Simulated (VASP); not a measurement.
# Na (P6_3/mmc) in VASP: equation of state

How stiff is Na in PBE, and what volume does it want? The cell is scaled to several volumes.

Everything below comes from runs of VASP 6.6.1. Logs are shortened: lines on timing, memory, paths and dates and some standing lists are left out, and cuts for length are marked.

## Step 1: Starting point

It takes space group P6_3/mmc (No. 194, hexagonal). The conventional cell has a = 3.700 Å, b = 3.700 Å, c = 12.537 Å, α = 90.00°, β = 90.00°, γ = 120.00°. Around Na (site symmetry -6m2) lie 12 Na at 3.70 to 3.79 Å. Na (site symmetry -3m) has 12 Na at 3.70 to 3.79 Å as nearest neighbours.

This isn't the form of Na at room conditions, which is bcc.

## Step 2: Equation of state, PBE, 34.94 Å³/atom (volume scaled by 0.94)

INCAR

```
ALGO = Normal ; EDIFF = 1E-7
ENCUT = 520 ; GGA = PE
ISIF = 2 ; ISMEAR = -1
LASPH = True ; LCHARG = False
LREAL = False ; LWAVE = False
NBANDS = 22 ; NELM = 60
PREC = Accurate ; SIGMA = 0.05
```

KPOINTS

```
k-points
0
Gamma
  8 8 3
```

POSCAR

```
Na
1.0
    3.6248439025      0.0000000000      0.0000000000
   -1.8124219512      3.1392069043      0.0000000000
    0.0000000000      0.0000000000     12.2813860211
Na
4
Direct
    0.6666666667      0.3333333333      0.7500000000
    0.0000000000      0.0000000000      0.5000000000
    0.3333333333      0.6666666667      0.2500000000
    0.0000000000      0.0000000000      0.0000000000
```

Potentials or basis: VASP PAW PBE potentials, release 64 (Na_pv).

Command:

```bash
cat potpaw_PBE.64/Na_pv/POTCAR > POTCAR
mpirun -np 1 vasp_std > vasp.out
```

OUTCAR:

```text
EDIFF = 1E-7
   ENCUT = 520
   GGA = PE
   ISIF = 2
   ISMEAR = -1
   LASPH = True
   LREAL = False
   NELM = 60
   PREC = Accurate

 Found     20 irreducible k-points:

 Following reciprocal coordinates:
            Coordinates               Weight
  0.000000  0.000000  0.000000      1.000000
  0.125000  0.000000  0.000000      6.000000
  0.250000  0.000000  0.000000      6.000000
  0.375000 -0.000000  0.000000      6.000000
  0.500000  0.000000  0.000000      3.000000
  0.125000  0.125000  0.000000      6.000000
   k-points           NKPTS =     20   k-points in BZ     NKDIM =     20   number of bands    NBANDS=     22
   number of dos      NEDOS =    301   number of ions     NIONS =      4
   total plane-waves  NPLWV =  75264
   dimension x,y,z NGX =    28 NGY =   28 NGZ =   96
   dimension x,y,z NGXF=    56 NGYF=   56 NGZF=  192
   ions per type =               4
   NGX,Y,Z   is equivalent  to a cutoff of  12.84, 12.84, 12.99 a.u.
   NGXF,Y,Z  is equivalent  to a cutoff of  25.68, 25.68, 25.99 a.u.
 SYSTEM =  unknown system
   PREC   = accura    normal or accurate (medium, high low for compatibility)
   ISTART =      0    job   : 0-new  1-cont  2-samecut
   ICHARG =      2    charge: 1-file 2-atom 10-const
   ISPIN  =      1    spin polarized calculation?
   LNONCOLLINEAR =      F non collinear calculations
   LSORBIT =      F    spin-orbit coupling
   LASPH  =      T    aspherical Exc in radial PAW
   ENCUT  =  520.0 eV  38.22 Ry    6.18 a.u.   6.74  6.74 22.84*2*pi/ulx,y,z
   NELM   =     60;   NELMIN=  2; NELMDL= -5     # of ELM steps
   EDIFF  = 0.1E-06   stopping-criterion for ELM
   LREAL  =      F    real-space projection
   EDIFFG = 0.1E-05   stopping-criterion for IOM
   NSW    =      0    number of steps for IOM
   IBRION =     -1    ionic relax: 0-MD 1-quasi-New 2-CG
   NFREE  =      0    steps in history (QN), initial steepest desc. (CG)
   ISIF   =      2    stress and relaxation
   ISYM   =      2    0-nonsym 1-usesym 2-fastsym
   POTIM  = 0.5000    time-step for ionic-motion
   TEBEG  =    0.0;   TEEND  =   0.0 temperature during run
   PSTRESS=    0.0 pullay stress
   NELECT =      28.0000    total number of electrons
   NUPDOWN=      -1.0000    fix difference up-down
   EMIN   =  10.00;   EMAX   =-10.00  energy-range for DOS
   EFERMI =   0.00;   METHOD = LEGACY
   ISMEAR =    -1;   SIGMA  =   0.05  broadening in eV -4-tet -1-fermi 0-gaus
   EFERMI_NEDOS =   21; number of points for ismear=-14 and -15
   IALGO  =     38    algorithm
   IMIX   =      4    mixing-type and parameters
     AMIX     =   0.40;   BMIX     =  1.00
     AMIX_MAG =   1.60;   BMIX_MAG =  1.00
  volume/ion in A,a.u.               =      34.94       235.77
  Fermi-wavevector in a.u.,A,eV,Ry     =   0.957948  1.810259 12.485583  0.917664
  Thomas-Fermi vector in A             =   2.087012
   LORBIT       =      0    0 simple, 1 ext, 2 COOP (PROOUT), +10 PAW based schemes
   GGA     = PE    functional components
   LHFCALC =     F    Hartree Fock is set to
   AEXX    =    0.0000 exact exchange contribution
   IVDW    =     0    specifies the selected vdW correction
   LEPSILON=     F    determine dielectric tensor
   LRPA    =     F    only Hartree local field effects (RPA)
 non-spin polarized calculation
  energy-cutoff  :      520.00
  volume of cell :      139.75
 maximum number of plane-waves:      3782
 NGX is ok and might be reduce to    28
   NGX = 13   NGY = 13   NGZ = 45

 number of electron      28.0000003 magnetization

 Free energy of the ion-electron system (eV)
  ---------------------------------------------------
  ext. energy  EPLUGINS =         0.00000000
  ---------------------------------------------------
  free energy    TOTEN  =        -5.21970180 eV

  energy without entropy =       -5.20223022  energy(sigma->0) =       -5.21096601

 E-fermi :   0.4968     XC(G=0):  -6.6581

 val. band max:        0.4116343520   @ k =   0.2500   0.2500   0.3333
 cond. band min:       0.5454726650   @ k =   0.2500   0.1250   0.3333
 fundamental gap:      0.1338383130
 Fermi energy:         0.4967839841

 k-point     1 :       0.0000    0.0000    0.0000
  band No.  band energies     occupation
      1     -24.3896      2.00000
      2     -24.3702      2.00000
      3     -24.3700      2.00000
      4     -24.3552      2.00000
      5     -24.3552      2.00000
      6     -24.3529      2.00000
[... 14 lines left out ...]
     21      11.1730      0.00000
     22      11.3410      0.00000

 k-point     2 :       0.1250    0.0000    0.0000
  band No.  band energies     occupation
      1     -24.3875      2.00000
      2     -24.3708      2.00000
      3     -24.3705      2.00000
      4     -24.3605      2.00000
      5     -24.3572      2.00000
      6     -24.3570      2.00000
[... 14 lines left out ...]
     21       9.1591      0.00000
     22       9.2223      0.00000

 k-point     3 :       0.2500    0.0000    0.0000
  band No.  band energies     occupation
      1     -24.3822      2.00000
      2     -24.3775      2.00000
      3     -24.3766      2.00000
      4     -24.3727      2.00000
      5     -24.3699      2.00000
      6     -24.3622      2.00000
[... 14 lines left out ...]
     21       6.8759      0.00000
     22       6.9592      0.00000

 k-point     4 :       0.3750   -0.0000    0.0000
  band No.  band energies     occupation
      1     -24.3896      2.00000
      2     -24.3887      2.00000
      3     -24.3848      2.00000
      4     -24.3831      2.00000
      5     -24.3741      2.00000
      6     -24.3643      2.00000
[... 14 lines left out ...]
     21       6.4121      0.00000
     22       6.8162      0.00000

 k-point     5 :       0.5000    0.0000    0.0000
  band No.  band energies     occupation
      1     -24.3950      2.00000
      2     -24.3937      2.00000
      3     -24.3900      2.00000
      4     -24.3885      2.00000
      5     -24.3690      2.00000
      6     -24.3658      2.00000
[... 14 lines left out ...]
     21       5.0005      0.00000
     22       5.1393      0.00000

 k-point     6 :       0.1250    0.1250    0.0000
  band No.  band energies     occupation
      1     -24.3837      2.00000
      2     -24.3741      2.00000
      3     -24.3740      2.00000
      4     -24.3684      2.00000
      5     -24.3660      2.00000
      6     -24.3621      2.00000
[... 14 lines left out ...]
     21       7.1416      0.00000
     22       7.5536      0.00000

 [... further k-points ...]

------------------------ aborting loop because EDIFF is reached ----------------------------------------

  FORCE on cell =-STRESS in cart. coord.  units (eV):
  Direction    XX          YY          ZZ          XY          YZ          ZX
  --------------------------------------------------------------------------------------
  -------------------------------------------------------------------------------------
  Total        0.7715630      0.7715630     -0.1717765      0.0000000      0.0000000      0.0000000
  in kB        8.8455597      8.8455597     -1.9693261      0.0000000      0.0000000      0.0000000
  external PRESSURE =       5.2405978 kB  Pullay stress =       0.0000000 kB

 VOLUME and BASIS-vectors are now :
 -----------------------------------------------------------------------------
  energy-cutoff  :      520.00
  volume of cell :      139.75
      direct lattice vectors                 reciprocal lattice vectors
     3.624843902  0.000000000  0.000000000     0.275873948  0.159275898  0.000000000
    -1.812421951  3.139206904  0.000000000     0.000000000  0.318551797  0.000000000
     0.000000000  0.000000000 12.281386021     0.000000000  0.000000000  0.081424035

 POSITION                                       TOTAL-FORCE (eV/Angst)
 -----------------------------------------------------------------------------------
      1.81242      1.04640      9.21104        -0.000000      0.000000     -0.000000
      0.00000      0.00000      6.14069        -0.000000      0.000000      0.000000
     -0.00000      2.09280      3.07035         0.000000     -0.000000     -0.000000
      0.00000      0.00000      0.00000        -0.000000      0.000000      0.000000
 -----------------------------------------------------------------------------------
    total drift:                                0.000000     -0.000000      0.000000

  FREE ENERGIE OF THE ION-ELECTRON SYSTEM (eV)
  ---------------------------------------------------
  free  energy   TOTEN  =        -5.2197017965 eV

  energy  without entropy=       -5.2022302211  energy(sigma->0) =       -5.21096601
```

stdout:

```text
POSCAR found type information on POSCAR Na
 POSCAR found :  1 types and       4 ions
 scaLAPACK will be used
 LDA part: xc-table for (Slater+PW92), standard interpolation
 POSCAR, INCAR and KPOINTS ok, starting setup
 FFT: planning ... GRIDC
 FFT: planning ... GRID_SOFT
 FFT: planning ... GRID
 WAVECAR not read
 entering main loop
```

Run time: 35 s. Hardware: 1 thread of Intel Xeon Platinum 8488C (Sapphire Rapids), shared host; peak memory 0.25 GiB.

What came out:

* Free energy: -5.2197 eV
* Pressure: 0.5 GPa
* Band gap on the k mesh: none (metal or under the smearing width)

## Step 3: Equation of state, PBE, 35.68 Å³/atom (volume scaled by 0.96)

INCAR

```
SYSTEM = Na
  PREC = Accurate
  ENCUT = 520
  EDIFF = 1E-7
  ISMEAR = -1
  SIGMA = 0.05
  LREAL = .False.
  LASPH = .True.
  NELM = 60
  ALGO = Normal
  ISIF = 2
  LWAVE = .False.
  LCHARG = .False.
  GGA = PE
  NBANDS = 22
```

KPOINTS

```
regular mesh
0
Gamma
  8 8 3
  0 0 0
```

POSCAR

```
Na
1.0
    3.6503718133      0.0000000000      0.0000000000
   -1.8251859066      3.1613147235      0.0000000000
    0.0000000000      0.0000000000     12.3678775047
Na
4
Direct
    0.6666666667      0.3333333333      0.7500000000
    0.0000000000      0.0000000000      0.5000000000
    0.3333333333      0.6666666667      0.2500000000
    0.0000000000      0.0000000000      0.0000000000
```

Potentials or basis: VASP PAW PBE potentials, release 64 (Na_pv).

Command:

```bash
cat potpaw_PBE.64/Na_pv/POTCAR > POTCAR
mpirun -np 1 vasp_std > vasp.out
```

Wall time 33 s (1 thread of Intel Xeon Platinum 8488C (Sapphire Rapids), shared host); peak memory 0.26 GiB.

Results (log left out):

| Property | Result |
| --- | --- |
| Free energy | -5.2278 eV |
| Pressure | 0.3 GPa |
| Band gap on the k mesh | none (metal or under the smearing width) |

(Part 1 of 2 ends here.)
